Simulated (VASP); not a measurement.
# Relaxed cell of Titanium: a test of cutoff and mesh, part 2 of 2

How far does the relaxed cell of Titanium depend on cutoff and k mesh? The starting structure is a measured crystal structure from the Crystallography Open Database.

VASP 6.6.1.

Results so far: reference 16.42 Å³ an atom; a cutoff of 270 eV 16.36 Å³ an atom; a 7×7×7 mesh 16.69 Å³ an atom.

**5. Relaxation with a cutoff of 470 eV**

Level of this step: PBEsol; plane waves and PAW (Ti_sv) (VASP).

Against step 2 the input has ENCUT = 470. This run starts from the cell of an earlier relaxation, which isn't shown; the restart sets up the plane waves anew.

The input, INCAR:

```
SYSTEM = Ti
PREC = Accurate
ENCUT = 470
EDIFF = 1E-06
NELM = 100
ISMEAR = 1
SIGMA = 0.1
LREAL = .FALSE.
ALGO = Normal
GGA = PS
NBANDS = 12
LORBIT = 11
LWAVE = .FALSE.
LCHARG = .FALSE.
KPAR = 2
IBRION = 2
NSW = 50
ISIF = 3
EDIFFG = -0.01
```

The input, POSCAR:

```
Ti
1.0
   -1.6023336174      1.6023336174      1.6023336174
    1.6023336174     -1.6023336174      1.6023336174
    1.6023336174      1.6023336174     -1.6023336174
Ti
1
Direct
    0.0000000000      0.0000000000      0.0000000000
```

The input, KPOINTS:

```
Automatic mesh
0
Gamma
12 12 12
0 0 0
```

The projector-augmented-wave data sets are Ti_sv (PBE family, release 64).

Command:

```
$ mpirun -np 2 vasp_std
```

Log:

```text
[... set-up lines as in an earlier step ...]
 entering main loop
       N       E                     dE             d eps       ncg     rms          rms(c)
DAV:   1     0.811839351796E+02    0.81184E+02   -0.63109E+03  1728   0.114E+03
DAV:   2    -0.555519485816E+01   -0.86739E+02   -0.84307E+02  1744   0.283E+02
DAV:   3    -0.922954186532E+01   -0.36743E+01   -0.36377E+01  2296   0.617E+01
DAV:   4    -0.930426627916E+01   -0.74724E-01   -0.74635E-01  1912   0.778E+00
[...]
DAV:  10    -0.823699225405E+01   -0.65119E-04   -0.25786E-04  1868   0.179E-01    0.152E-02
DAV:  11    -0.823696933064E+01    0.22923E-04   -0.20572E-05  2028   0.649E-02    0.578E-03
DAV:  12    -0.823696901442E+01    0.31622E-06   -0.32537E-07  1136   0.739E-03
   1 F= -.82369690E+01 E0= -.82368919E+01  d E =-.823697E+01
[...]
N       E                     dE             d eps       ncg     rms          rms(c)
DAV:   1    -0.823768517611E+01   -0.71585E-03   -0.13519E-02  2108   0.166E+00    0.237E-01
DAV:   2    -0.823696182834E+01    0.72335E-03   -0.19973E-03  2072   0.619E-01    0.508E-02
DAV:   3    -0.823694254872E+01    0.19280E-04   -0.21559E-04  2252   0.107E-01    0.166E-02
DAV:   4    -0.823695831675E+01   -0.15768E-04   -0.26607E-05  2252   0.349E-02    0.985E-03
DAV:   5    -0.823697254511E+01   -0.14228E-04   -0.26417E-05  2324   0.223E-02    0.853E-03
DAV:   6    -0.823697442330E+01   -0.18782E-05   -0.22066E-06  1784   0.135E-02    0.144E-03
DAV:   7    -0.823697463948E+01   -0.21618E-06   -0.25440E-07  1048   0.411E-03
   2 F= -.82369746E+01 E0= -.82368812E+01  d E =-.562506E-05
 trial-energy change:   -0.000006  1 .order   -0.000005   -0.000026    0.000016
 step:   0.6195(harm=  0.6195)  dis= 0.00000  next Energy=    -8.236977 (dE=-0.820E-05)
 reached required accuracy - stopping structural energy minimisation
```

Elapsed: 4 s, on 2 MPI ranks of Intel Xeon 6975P-C (Granite Rapids), shared host; peak memory 0.24 GiB; 6.9 s of CPU time.

From OUTCAR (step 5):

```text
  Total        0.0083083      0.0083083      0.0083083      0.0000000     -0.0000000      0.0000000
  in kB        0.8105043      0.8105043      0.8105043      0.0000000     -0.0000000      0.0000000
  external PRESSURE =       0.8105043 kB  Pullay stress =       0.0000000 kB

 POSITION                                       TOTAL-FORCE (eV/Angst)
 -----------------------------------------------------------------------------------
      1.60129      1.60129      1.60129         0.000000      0.000000     -0.000000
 -----------------------------------------------------------------------------------
    total drift:                                0.000000     -0.000000      0.000000

  FREE ENERGIE OF THE ION-ELECTRON SYSTEM (eV)
  ---------------------------------------------------
  free  energy   TOTEN  =        -8.2369746395 eV

  energy  without entropy=       -8.2366942222  energy(sigma->0) =       -8.23688117

[... 2 parts as in an earlier step ...]

[... 2 further parts left out ...]
[key lines of the parts left out:]
E-fermi :   8.5611
```

With a cutoff of 470 eV the cell ends at 16.424 Å³ an atom, +0.03 % from the reference.

**6. Relaxation with a 16×16×16 mesh**

Against step 2 the input has a 16×16×16 mesh. This run starts from the cell of an earlier relaxation, which isn't shown; the restart sets up the plane waves anew.

Edit INCAR of step 5 so:

```diff
@@ -2,3 +2,3 @@
 PREC = Accurate
-ENCUT = 470
+ENCUT = 450
 EDIFF = 1E-06
```

The input, POSCAR:

```
Ti
1.0
   -1.6021434233      1.6021434233      1.6021434233
    1.6021434233     -1.6021434233      1.6021434233
    1.6021434233      1.6021434233     -1.6021434233
Ti
1
Direct
    0.0000000000      0.0000000000      0.0000000000
```

The input, KPOINTS:

```
Automatic mesh
0
Gamma
16 16 16
0 0 0
```

Command:

```
$ mpirun -np 2 vasp_std
```

Log:

```text
[... set-up lines as in an earlier step ...]
 entering main loop
       N       E                     dE             d eps       ncg     rms          rms(c)
DAV:   1     0.806608435091E+02    0.80661E+02   -0.60529E+03  3512   0.111E+03
DAV:   2    -0.554977414812E+01   -0.86211E+02   -0.83903E+02  3532   0.282E+02
DAV:   3    -0.921242587284E+01   -0.36627E+01   -0.36164E+01  4652   0.610E+01
DAV:   4    -0.930099450850E+01   -0.88569E-01   -0.88434E-01  3884   0.814E+00
[...]
DAV:  10    -0.823599843905E+01   -0.74292E-04   -0.26349E-04  3700   0.166E-01    0.142E-02
DAV:  11    -0.823597759942E+01    0.20840E-04   -0.23187E-05  4076   0.718E-02    0.688E-03
DAV:  12    -0.823597741079E+01    0.18863E-06   -0.86918E-07  3040   0.967E-03
   1 F= -.82359774E+01 E0= -.82366222E+01  d E =-.823598E+01
[...]
N       E                     dE             d eps       ncg     rms          rms(c)
DAV:   1    -0.823718332640E+01   -0.12057E-02   -0.22577E-02  4264   0.215E+00    0.308E-01
[...]
DAV:   5    -0.823598067723E+01   -0.23871E-04   -0.44450E-05  4904   0.287E-02    0.111E-02
DAV:   6    -0.823598359853E+01   -0.29213E-05   -0.37104E-06  3560   0.174E-02    0.172E-03
DAV:   7    -0.823598385352E+01   -0.25498E-06   -0.37632E-07  2588   0.487E-03
   2 F= -.82359839E+01 E0= -.82366224E+01  d E =-.644273E-05
 trial-energy change:   -0.000006  1 .order   -0.000008   -0.000045    0.000029
 step:   0.6071(harm=  0.6071)  dis= 0.00000  next Energy=    -8.235991 (dE=-0.135E-04)
[...]
N       E                     dE             d eps       ncg     rms          rms(c)
DAV:   1    -0.823617523972E+01   -0.19164E-03   -0.34958E-03  4256   0.846E-01    0.121E-01
DAV:   2    -0.823598875203E+01    0.18649E-03   -0.52714E-04  4192   0.318E-01    0.250E-02
DAV:   3    -0.823598390216E+01    0.48499E-05   -0.51322E-05  4792   0.495E-02    0.793E-03
DAV:   4    -0.823598756020E+01   -0.36580E-05   -0.69070E-06  4440   0.165E-02    0.501E-03
DAV:   5    -0.823599059624E+01   -0.30360E-05   -0.69186E-06  4800   0.113E-02    0.432E-03
DAV:   6    -0.823599072561E+01   -0.12937E-06   -0.52821E-07  2376   0.677E-03
   3 F= -.82359907E+01 E0= -.82366318E+01  d E =-.133148E-04
[...]
reached required accuracy - stopping structural energy minimisation
```

Elapsed: 8.8 s, on 2 MPI ranks; peak memory 0.27 GiB.

From OUTCAR (step 6):

```text
  Total        0.0035167      0.0035167      0.0035167     -0.0000000     -0.0000000      0.0000000
  in kB        0.3430492      0.3430492      0.3430492     -0.0000000     -0.0000000      0.0000000
  external PRESSURE =       0.3430492 kB  Pullay stress =       0.0000000 kB

 POSITION                                       TOTAL-FORCE (eV/Angst)
 -----------------------------------------------------------------------------------
     -0.00000      0.00000      0.00000        -0.000000      0.000000     -0.000000
 -----------------------------------------------------------------------------------
    total drift:                                0.000000      0.000000      0.000000

  FREE ENERGIE OF THE ION-ELECTRON SYSTEM (eV)
  ---------------------------------------------------
  free  energy   TOTEN  =        -8.2359907256 eV

  energy  without entropy=       -8.2379139547  energy(sigma->0) =       -8.23663180

[... 1 part as in an earlier step ...]

[... 3 further parts left out ...]
[key lines of the parts left out:]
E-fermi :   8.5537
```

With a 16×16×16 mesh the cell ends at 16.425 Å³ an atom, +0.04 % from the reference.

**7. All runs side by side**

```csv
run,volume (Å³/atom),change (%),pressure left (GPa),core minutes
reference,16.418,-,0.03,0.373
a cutoff of 270 eV,16.358,-0.37,-0.01,0.18
a 7×7×7 mesh,16.689,1.65,0.09,0.16
a cutoff of 470 eV,16.424,0.03,0.08,0.34
a 16×16×16 mesh,16.425,0.04,0.03,0.653
```

Core minutes are wall time times ranks, summed over the relaxations behind a row (those for a bulk modulus apart), on shared hosts.

**8. What came out**

| Property | Result |
| --- | --- |
| volume of the reference | 16.42 Å³/atom |
| volume against the reference, a cutoff of 270 eV | -0.37 % |
| volume against the reference, a 7×7×7 mesh | +1.65 % |
| volume against the reference, a cutoff of 470 eV | +0.03 % |
| volume against the reference, a 16×16×16 mesh | +0.04 % |

The volume moves most with a 7×7×7 mesh: +1.65 % against the reference (450 eV, 12×12×12 mesh). On finer settings it changes by +0.04 % with a 16×16×16 mesh. The relaxations stop with up to 0.09 GPa left, which at a bulk modulus of 50 GPa, to name a scale, is 0.17 % of the volume. That understates it: a restart alone still moved the volume by up to 0.6 %. A cell that shrinks at the lower cutoff is the usual mark of Pulay stress, the error that a plane-wave basis makes when it is kept while the volume changes. Further runs on this material are not shown.

[Lines on the potential files, build, host, timing and source positions are cut from VASP's logs without a mark.]

[Logs are printed without paths, hosts, clocks, repeated set-up lines and the standing remarks that a program may print on its own settings, such as how far it seeks lower states.]

[Hosts, paths, dates, database ids (printed as entryN), source tags and the programs' standing remarks are cut or masked in the printed files.]
